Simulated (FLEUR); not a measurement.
# 2 ML Co on Pd(111), fcc site, 3 substrate layers: parallel and opposed starts

A self-consistent run ends on one state, which hangs on the start. Several orders of 2 ML Co on Pd(111), fcc site, 3 substrate layers are started in FLEUR and their energies compared.

Method: LDA (VWN); all-electron FLAPW film, Dirac cores, scalar-relativistic bands, in FLEUR MaX-R8.1.

Most raw output is cut from this account.

### 1. The structure

The cell holds 5 atoms: 3 Pd and 2 Co. Its edges and angles: a = 2.753 Å, b = 2.753 Å, c = 22.516 Å, α = 90.0°, β = 90.0°, γ = 120.0°. Pseudomorphic film on a typed substrate lattice, hard-sphere layer spacings, unrelaxed. Vacuum lies along c.

As a file:

```
Pd Co
1.0
     2.75277    0.00000    0.00000
    -1.37638    2.38397    0.00000
     0.00000    0.00000   22.51597
Pd Co
3 2
Direct
  0.00000 0.00000 0.31089
  0.66667 0.33333 0.41071
  0.33333 0.66667 0.51054
  0.00000 0.00000 0.60340
  0.66667 0.33333 0.68911
```

The settings of this session are cheaper than careful work needs (see the inputs), so it shows what such settings give, not the properties of the crystal.

### 2. Start 1: ferro ++

The parallel start is the test of whether parallel moments hold.

inpgen writes inp.xml from crystal.txt; cutoffs, mixing, functional, smearing and local orbitals are then set in the file. The k list default-1 (kpts.xml, not shown) is a Γ-centred 8×8×1 mesh; where the ranks do not divide the number of points, some are split in two of half the weight.

Input file inp.xml:

```
<?xml version="1.0" encoding="UTF-8" standalone="no"?>
<fleurInput fleurInputVersion="0.39">
   <comment>
      Co2Pd3
   </comment>
   <calculationSetup>
      <cutoffs Kmax="3.66" Gmax="14.6" GmaxXC="14.6" numbands="0"/>
      <scfLoop itmax="120" minDistance="0.00002" maxIterBroyd="15" imix="Anderson" alpha="0.03" precondParam="0.0" spinf="2.0" sdNocoIR="T"/>
      <coreElectrons ctail="T" frcor="F" kcrel="0" coretail_lmax="0"/>
      <xcFunctional name="vwn" relativisticCorrections="F"/>
      <magnetism jspins="2"/>
      <soc l_soc="F" theta="0.0" phi="0.0" spav="F"/>
      <expertModes spex="0" secvar="F"/>
      <geometryOptimization l_f="F" forcealpha="1.0" forcemix="BFGS" epsdisp="0.00001" epsforce="0.00001"/>
      <ldaU l_linMix="F" mixParam="0.05" spinf="1.0"/>
   </calculationSetup>
   <cell>
      <bzIntegration valenceElectrons="82.0" mode="hist" fermiSmearingEnergy="0.00183747">
         <kPointListSelection listName="default-1"/>
         <xi:include xmlns:xi="http://www.w3.org/2001/XInclude" href="kpts.xml"> </xi:include>
      </bzIntegration>
      <xi:include xmlns:xi="http://www.w3.org/2001/XInclude" href="sym.xml"> </xi:include>
      <filmLattice scale="1.0" dVac="21.83" dTilda="24.33">
         <bravaisMatrixFilm>
            <row-1>    5.2019755482385133    -0.0000004337677346</row-1>
            <row-2>   -2.6009873984606005     4.5050431915226197</row-2>
         </bravaisMatrixFilm>
         <vacuumEnergyParameters vacuum="1" spinUp="-.25" spinDown="-.25"/>
         <vacuumEnergyParameters vacuum="2" spinUp="-.25" spinDown="-.25"/>
      </filmLattice>
   </cell>
   <atomSpecies>
      <species name="Palladium (Pd)" element="Pd" atomicNumber="46">
         <mtSphere radius="2.47" gridPoints="817" logIncrement="0.016"/>
         <atomicCutoffs lmax="10" lnonsphr="8"/>
         <electronConfig flipSpins="F">
            <coreConfig>(1s1/2) (2s1/2) (2p1/2) (2p3/2) (3s1/2) (3p1/2) (3p3/2) (4s1/2) (3d3/2) (3d5/2)</coreConfig>
            <valenceConfig>(4p1/2) (4p3/2) (5s1/2) (4d3/2) (4d5/2)</valenceConfig>
            <stateOccupation state="(5s1/2)" spinUp="0.500000" spinDown="0.500000"/>
            <stateOccupation state="(4d3/2)" spinUp="1.800000" spinDown="1.800000"/>
            <stateOccupation state="(4d5/2)" spinUp="2.700000" spinDown="2.700000"/>
         </electronConfig>
         <energyParameters s="5" p="5" d="4" f="4"/>
         <lo type="SCLO" l="1" n="4" eDeriv="0"/>
      </species>
      <species name="Cobalt (Co2.000" element="Co" atomicNumber="27">
         <mtSphere radius="2.24" gridPoints="741" logIncrement="0.016"/>
         <atomicCutoffs lmax="8" lnonsphr="6"/>
         <electronConfig flipSpins="F">
            <coreConfig>(1s1/2) (2s1/2) (2p1/2) (2p3/2)</coreConfig>
            <valenceConfig>(3s1/2) (3p1/2) (3p3/2) (4s1/2) (3d3/2) (3d5/2)</valenceConfig>
            <stateOccupation state="(3d3/2)" spinUp="1.5" spinDown="1.3"/>
            <stateOccupation state="(3d5/2)" spinUp="3.0" spinDown="1.2"/>
         </electronConfig>
         <energyParameters s="4" p="4" d="3" f="4"/>
         <lo type="SCLO" l="0" n="3" eDeriv="0"/>
         <lo type="SCLO" l="1" n="3" eDeriv="0"/>
      </species>
   </atomSpecies>
   <atomGroups>
      <atomGroup species="Palladium (Pd)">
         <filmPos label="                   1">.0000000000 .0000000000 -8.0464438391</filmPos>
         <force calculate="T" relaxXYZ="TTT"/>
      </atomGroup>
      <atomGroup species="Palladium (Pd)">
         <filmPos label="                   2">-1.000/3.000 1.000/3.000 -3.7990311703</filmPos>
         <force calculate="T" relaxXYZ="TTT"/>
      </atomGroup>
      <atomGroup species="Palladium (Pd)">
         <filmPos label="                   3">1.000/3.000 -1.000/3.000 .4483814985</filmPos>
         <force calculate="T" relaxXYZ="TTT"/>
      </atomGroup>
      <atomGroup species="Cobalt (Co2.000">
         <filmPos label="                   4">.0000000000 .0000000000 4.3996530371</filmPos>
         <force calculate="T" relaxXYZ="TTT"/>
      </atomGroup>
      <atomGroup species="Cobalt (Co2.000">
         <filmPos label="                   5">-1.000/3.000 1.000/3.000 8.0464438391</filmPos>
         <force calculate="T" relaxXYZ="TTT"/>
      </atomGroup>
   </atomGroups>
   <output dos="F" band="F" slice="F">
      <bandDOS minEnergy="-.5*Htr" maxEnergy="0.5*Htr" sigma="0.015" storeEVData="T"/>
      <plotting iplot="0" polar="F">
         <plot TwoD="T" vec1="  1.0  0.0  0.0" vec2="  0.0  1.0  0.0" vec3="  0.0  0.0  1.0" zero="  0.0  0.0 -0.5" file="plot"/>
      </plotting>
      <moessbauerParams electricFieldGradient="F" isomerShift="F" coreHyperfine="F" valenceHyperfine="F"/>
   </output>
</fleurInput>
```

Input file crystal.txt:

```
Co2Pd3
&input film=T cartesian=F /
2.75276691184  -0.00000022954  0.00000000000
-1.37638325713  2.38396619112  0.00000000000
0.00000000000  0.00000000000  1.00000000000
1.8897261246
1.0 1.0 1.0

5
46 0.00000000000  0.00000000000  -8.04644383913
46 0.66666666667  0.33333333333  -3.79903117033
46 0.33333333333  0.66666666667  0.44838149848
27 0.00000000000  0.00000000000  4.39965303714 : 2.000
27 0.66666666667  0.33333333333  8.04644383913 : 2.000

&kpt div1=8 div2=8 div3=1 gamma=T /
```

Run with:

```
$ OMP_NUM_THREADS=1 inpgen -f crystal.txt > inpgen.log  # inp.xml is then edited as shown
$ OMP_NUM_THREADS=1 mpirun -n 2 fleur_MPI > fleur.log
```

The job ended after 6.5 min (2 MPI ranks of Arm Neoverse V1, shared host; peak memory 0.34 GiB).

Spin moment in the muffin-tin sphere by atom:

```tsv
atom	spin moment in the muffin-tin sphere (μB)
Pd1	0.07
Pd2	0.12
Pd3	0.26
Co4	1.90
Co5	1.85
```

Numbers from this step:

| Property | Result |
| --- | --- |
| free energy | -487336.5773 eV |
| program's band gap on this mesh (in a metal only a level spacing) | 0.009003 eV |
| magnetization | 4.100 μB |
| final state | ferromagnetic |

After 95 cycles the largest moment stands at 1.90 μB.

### 3. Run 2 (antiferro +-)

Another pattern of signs weighs the neighbour shells otherwise.

inp.xml: that of step 2 with these lines changed.

```diff
@@ -58,2 +58,15 @@
       </species>
+      <species name="Cobalt (Co-2.000" element="Co" atomicNumber="27">
+         <mtSphere radius="2.24" gridPoints="741" logIncrement="0.016"/>
+         <atomicCutoffs lmax="8" lnonsphr="6"/>
+         <electronConfig flipSpins="F">
+            <coreConfig>(1s1/2) (2s1/2) (2p1/2) (2p3/2)</coreConfig>
+            <valenceConfig>(3s1/2) (3p1/2) (3p3/2) (4s1/2) (3d3/2) (3d5/2)</valenceConfig>
+            <stateOccupation state="(3d3/2)" spinUp="1.3" spinDown="1.5"/>
+            <stateOccupation state="(3d5/2)" spinUp="1.2" spinDown="3.0"/>
+         </electronConfig>
+         <energyParameters s="4" p="4" d="3" f="4"/>
+         <lo type="SCLO" l="0" n="3" eDeriv="0"/>
+         <lo type="SCLO" l="1" n="3" eDeriv="0"/>
+      </species>
    </atomSpecies>
@@ -76,3 +89,3 @@
       </atomGroup>
-      <atomGroup species="Cobalt (Co2.000">
+      <atomGroup species="Cobalt (Co-2.000">
          <filmPos label="                   5">-1.000/3.000 1.000/3.000 8.0464438391</filmPos>
```

crystal.txt: that of step 2 with these lines changed.

```diff
@@ -13,3 +13,3 @@
 27 0.00000000000  0.00000000000  4.39965303714 : 2.000
-27 0.66666666667  0.33333333333  8.04644383913 : 2.000
+27 0.66666666667  0.33333333333  8.04644383913 : -2.000
```

Elapsed: 7.7 min, on 2 MPI ranks; peak memory 0.35 GiB.

Spin moment in the muffin-tin sphere by atom:

```tsv
atom	spin moment in the muffin-tin sphere (μB)
Pd1	0.02
Pd2	0.12
Pd3	0.21
Co4	1.45
Co5	-1.75
```

Read from the output:

```yaml
free_energy: -487336.1075 eV
program_s_band_gap_on_this_mesh_in_a_metal_only_a_level_spacing: 0.03191 eV
magnetization: 0.0736 μB
final_state: antiferromagnetic
```

It lies 235 meV a seeded atom over the first start, and its largest moment is 1.75 μB against 1.90 μB.

### 4. Order 3, typed as no spin polarisation

Without spin polarisation no moment can form, so the difference from the other runs is what forming moments gains.

inp.xml: that of step 3 with these lines changed.

```diff
@@ -10,3 +10,3 @@
       <xcFunctional name="vwn" relativisticCorrections="F"/>
-      <magnetism jspins="2"/>
+      <magnetism jspins="1"/>
       <soc l_soc="F" theta="0.0" phi="0.0" spav="F"/>
@@ -45,3 +45,3 @@
       </species>
-      <species name="Cobalt (Co2.000" element="Co" atomicNumber="27">
+      <species name="Cobalt (Co)" element="Co" atomicNumber="27">
          <mtSphere radius="2.24" gridPoints="741" logIncrement="0.016"/>
@@ -51,17 +51,4 @@
             <valenceConfig>(3s1/2) (3p1/2) (3p3/2) (4s1/2) (3d3/2) (3d5/2)</valenceConfig>
-            <stateOccupation state="(3d3/2)" spinUp="1.5" spinDown="1.3"/>
-            <stateOccupation state="(3d5/2)" spinUp="3.0" spinDown="1.2"/>
-         </electronConfig>
-         <energyParameters s="4" p="4" d="3" f="4"/>
-         <lo type="SCLO" l="0" n="3" eDeriv="0"/>
-         <lo type="SCLO" l="1" n="3" eDeriv="0"/>
-      </species>
-      <species name="Cobalt (Co-2.000" element="Co" atomicNumber="27">
-         <mtSphere radius="2.24" gridPoints="741" logIncrement="0.016"/>
-         <atomicCutoffs lmax="8" lnonsphr="6"/>
-         <electronConfig flipSpins="F">
-            <coreConfig>(1s1/2) (2s1/2) (2p1/2) (2p3/2)</coreConfig>
-            <valenceConfig>(3s1/2) (3p1/2) (3p3/2) (4s1/2) (3d3/2) (3d5/2)</valenceConfig>
-            <stateOccupation state="(3d3/2)" spinUp="1.3" spinDown="1.5"/>
-            <stateOccupation state="(3d5/2)" spinUp="1.2" spinDown="3.0"/>
+            <stateOccupation state="(3d3/2)" spinUp="1.400000" spinDown="1.400000"/>
+            <stateOccupation state="(3d5/2)" spinUp="2.100000" spinDown="2.100000"/>
          </electronConfig>
@@ -85,3 +72,3 @@
       </atomGroup>
-      <atomGroup species="Cobalt (Co2.000">
+      <atomGroup species="Cobalt (Co)">
          <filmPos label="                   4">.0000000000 .0000000000 4.3996530371</filmPos>
@@ -89,3 +76,3 @@
       </atomGroup>
-      <atomGroup species="Cobalt (Co-2.000">
+      <atomGroup species="Cobalt (Co)">
          <filmPos label="                   5">-1.000/3.000 1.000/3.000 8.0464438391</filmPos>
```

crystal.txt: that of step 3 with these lines changed.

```diff
@@ -12,4 +12,4 @@
 46 0.33333333333  0.66666666667  0.44838149848
-27 0.00000000000  0.00000000000  4.39965303714 : 2.000
-27 0.66666666667  0.33333333333  8.04644383913 : -2.000
+27 0.00000000000  0.00000000000  4.39965303714
+27 0.66666666667  0.33333333333  8.04644383913
```

Elapsed: 2.2 min, on 2 MPI ranks; peak memory 0.22 GiB.

Read from the output:

```yaml
free_energy: -487335.7984 eV
program_s_band_gap_on_this_mesh_in_a_metal_only_a_level_spacing: 0.001587 eV
final_state: non-magnetic (no spin polarisation)
```

It lies 389 meV a seeded atom over the first start.

### 5. The states side by side

Free energies are divided by the number of seeded atoms.

Orders:

```tsv
start	final state	typed order kept	energy over the lowest (meV a seeded atom)	largest sphere moment (μB)	net moment (μB a primitive cell)	mesh matched	CPU time (s)
ferro ++	ferromagnetic	yes	0	1.898	4.1	yes	778.8
antiferro +-	antiferromagnetic	yes	234.9	1.748	0.0736	yes	925.4
no spin polarisation	non-magnetic	-	389.5	0	0	yes	257.2
```

### 6. Spin–orbit coupling, moments along z

Spin–orbit coupling ties the spins to the lattice and lets orbital moments form.

A new self-consistent run of the start ferro ++, with the moments along z.

inp.xml: that of step 2 with these lines changed.

```diff
@@ -6,3 +6,3 @@
    <calculationSetup>
-      <cutoffs Kmax="3.66" Gmax="14.6" GmaxXC="14.6" numbands="0"/>
+      <cutoffs Kmax="3.66" Gmax="14.6" GmaxXC="14.6" numbands="182"/>
       <scfLoop itmax="120" minDistance="0.00002" maxIterBroyd="15" imix="Anderson" alpha="0.03" precondParam="0.0" spinf="2.0" sdNocoIR="T"/>
@@ -11,3 +11,3 @@
       <magnetism jspins="2"/>
-      <soc l_soc="F" theta="0.0" phi="0.0" spav="F"/>
+      <soc l_soc="T" theta="0.0" phi="0.0" spav="F"/>
       <expertModes spex="0" secvar="F"/>
```

crystal.txt: that of step 2 with these lines changed.

```diff
@@ -15,2 +15,3 @@
 
+&soc 0.0000000 0.0000000 /
 &kpt div1=8 div2=8 div3=1 gamma=T /
```

The job ended after 27 min (2 MPI ranks; peak memory 0.62 GiB; 54 min of CPU time).

Spin moment in the muffin-tin sphere by atom:

```tsv
atom	spin moment in the muffin-tin sphere (μB)
Pd1	0.06
Pd2	0.10
Pd3	0.25
Co4	1.89
Co5	1.85
```

This step gave:

```
free energy                                                       : -487337.0410 eV
program's band gap on this mesh (in a metal only a level spacing) : 0.001120 eV
magnetization                                                     : 4.041 μB
final state                                                       : ferromagnetic
orbital moment along the spin                                     : 0.1260 μB
```

Orbital moment in the sphere, along the spin axis by atom:

```tsv
atom	orbital moment in the sphere, along the spin axis (μB)
Pd1	0.005
Pd2	0.007
Pd3	0.024
Co4	0.126
Co5	0.133
```

### 7. What came out

| Item | Value |
| --- | --- |
| lowest state found | ferromagnetic (typed ferro ++) |
| largest site spin moment | 1.90 μB |
| next finished state | antiferromagnetic, 235 meV a seeded atom higher |
| energy gained by spin polarisation | 389 meV a seeded atom |
| orbital moment on the atom of largest spin, along its spin (spin–orbit run) | 0.126 μB |

**Reading.** The lowest state found is ferromagnetic, reached from the start ferro ++, with moments up to 1.90 μB. The next finished state costs 235 meV a seeded atom. The orbital moment is parallel to the spin, as Hund's third rule has it for a shell over half filled. This is the lowest of 3 finished starts, no proof of the ground state. A substrate of 3 unrelaxed layers is a model; thickness and relaxation can move these numbers.

[Logs and program files are shortened in this print: banners, set-up blocks, solver, clock and traceback lines can be left out without a mark of their own.]

[Logs are printed without paths, hosts, clocks, repeated set-up lines and the standing remarks that a program may print on its own settings, such as how far it seeks lower states.]

[Hosts, paths, dates, database ids (printed as entryN), source tags and the programs' standing remarks are cut or masked in the printed files.]

[Where a cell is said to come from a database of computed structures, the database is the Materials Project.]
